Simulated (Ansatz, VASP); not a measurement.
**Al: VASP beside Ansatz**

```
Al
1.0
    -1.61132    1.61132    1.61132
     1.61132   -1.61132    1.61132
     1.61132    1.61132   -1.61132
Al
1
Direct
  0.00000 0.00000 0.00000
```

Alike in both runs: task single point; functional BLYP; k mesh 15 × 15 × 15; occupations fermi-dirac, width 0.1 eV; no spin polarisation.

```csv
,VASP,Ansatz
version,VASP 6.6.1,Ansatz 0.2.0
potentials or method,"VASP PAW PBE potentials, release 64 (Al)","plane waves (420 eV) with PAW, scalar-relativistic"
plane-wave cutoff (eV),520,420
valence electrons in the cell,3,3
```

```tsv
	VASP	Ansatz	Ansatz less VASP
pressure (GPa)	4.9	4.7	-0.13
```

The functional is the same, so the differences come from potentials, cutoffs and numerics.

Caveats: the PAW data sets were made with another functional, which shifts forces and pressure a little (VASP).
